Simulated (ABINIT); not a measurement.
Crystal: CuAu.

```
Au Cu
1.0
     1.44306    0.83315    4.25617
    -1.44306    0.83315    4.25617
     0.00000   -1.66630    4.25617
Au Cu
1 1
Direct
  0.00000 0.00000 0.00000
  0.50000 0.50000 0.50000
```

The cell comes from a database or a generator and needn't be the stable form of this composition.

| Item | Value |
| --- | --- |
| Program | ABINIT 10.8.3 (patched build) |
| Task | relaxation of cell and atoms |
| Functional | r2SCAN |
| Potentials or basis | JTH PAW PBE v2.0 |
| Cutoff | 844 eV |
| k mesh | 8 × 8 × 8 |
| Occupations | fermi-dirac, width 0.05 eV |
| Spin | no spin polarisation |

At the start: pressure -3.9 GPa; volume 15.35 Å³/atom.

**Question.** How do energy, volume and symmetry change on relaxing?

**Answer.** Over 5 steps the energy falls by 7.8 meV/atom and the volume is 14.97 Å³/atom (-2.5 %); space group R-3m (No. 166, to 0.05 Å).

The path:
| step | energy change (eV) | largest force (eV/Å) | pressure (GPa) | volume (Å³) |
| --- | --- | --- | --- | --- |
| 1 | 0.0000 | 0.0000 | -3.91 | 30.70 |
| 2 | -0.0082 | 0.0000 | -2.25 | 30.34 |
| 3 | -0.0134 | 0.0000 | 0.49 | 29.79 |
| 4 | -0.0139 | 0.0000 | 0.41 | 29.81 |
| 5 | -0.0155 | 0.0000 | 0.03 | 29.93 |

Final structure:
```
Au Cu
1.0
     1.44449    0.83397    4.14094
    -1.44449    0.83397    4.14094
     0.00000   -1.66795    4.14094
Au Cu
1 1
Direct
  0.00000 0.00000 0.00000
  0.50000 0.50000 0.50000
```

Caveat: the PAW data sets were made with another functional, which shifts forces and pressure a little.
